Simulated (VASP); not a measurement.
# AlP: band structure with LDA

**What was measured.**

From a printed reference work, data compilation, for a bulk crystal of AlP at 4.2 K: band gap 2.505 eV (indirect).

AlP:

```
Al P
1.0
     0.00000    2.75287    2.75287
     2.75287    0.00000    2.75287
     2.75287    2.75287    0.00000
Al P
1 1
Cartesian
  0.0000 0.0000 0.0000
  1.3764 1.3764 1.3764
```

The cell is a database's computed one.

```yaml
Program: VASP 6.6.1
Task: band structure
Functional: LDA
Potentials_or_basis: VASP PAW LDA potentials, release 64 (Al, P)
Cutoff: 450 eV
k_mesh: 10 × 10 × 10
Occupations: gaussian, width 0.02 eV
Spin: no spin polarisation
Further_INCAR_settings: ALGO = Normal; EDIFF = 1e-06
```

```yaml
Band_gap_on_the_k_mesh: 1.49 eV, indirect (least direct gap 2.91 eV)
Band_gap_along_the_path: 1.49 eV, indirect (least direct gap 2.91 eV)
```

Levels at the corners of the path, in eV from the valence-band top:
```tsv
point	band 1	band 2	band 3	band 4	band 5	band 6	band 7	band 8
Γ	-11.36	0.00	0.00	0.00	2.91	4.44	4.44	4.44
X	-9.08	-5.27	-2.07	-2.07	1.49	2.34	10.68	10.68
X	-9.08	-5.27	-2.07	-2.07	1.49	2.34	10.68	10.68
W	-9.04	-4.90	-3.12	-2.77	4.22	5.72	6.00	6.17
W	-9.04	-4.90	-3.12	-2.77	4.22	5.72	6.00	6.17
K	-9.11	-5.00	-3.37	-1.71	2.32	4.96	8.27	8.49
K	-9.11	-5.00	-3.37	-1.71	2.32	4.96	8.27	8.48
Γ	-11.36	0.00	0.00	0.00	2.91	4.44	4.44	4.44
Γ	-11.36	0.00	0.00	0.00	2.91	4.44	4.44	4.44
L	-9.73	-5.47	-0.75	-0.75	2.57	4.72	4.72	8.00
L	-9.73	-5.47	-0.75	-0.75	2.57	4.72	4.72	8.00
U	-9.11	-5.00	-3.37	-1.71	2.32	4.96	8.27	8.49
U	-9.11	-5.00	-3.37	-1.71	2.32	4.96	8.27	8.49
W	-9.04	-4.90	-3.12	-2.77	4.22	5.72	6.00	6.17
W	-9.04	-4.90	-3.12	-2.77	4.22	5.72	6.00	6.17
L	-9.73	-5.47	-0.75	-0.75	2.57	4.72	4.72	8.00
L	-9.73	-5.47	-0.75	-0.75	2.57	4.72	4.72	8.00
K	-9.11	-5.00	-3.37	-1.71	2.32	4.96	8.27	8.49
U	-9.11	-5.00	-3.37	-1.71	2.32	4.96	8.27	8.49
X	-9.08	-5.27	-2.07	-2.07	1.49	2.34	10.68	10.68
```

Wall time 12 s on 2 MPI ranks on Intel(R) Xeon(R) Platinum 8488C (Sapphire Rapids), with other jobs on the host, peak memory 0.16 GiB a rank.

A measured gap of AlP is 2.505 eV (indirect; 4.2 K; a printed reference work, data compilation); the calculated 1.49 eV misses it by -1.02 eV. The value is that of LDA, without temperature or zero-point motion. Semilocal functionals fall short of measured gaps as a rule. The cell is a database's relaxed one, not the measured one, which moves gaps too.

Caveat: the log is that of the step along the path at fixed density, whose energy, stress, charges and moments have no meaning.
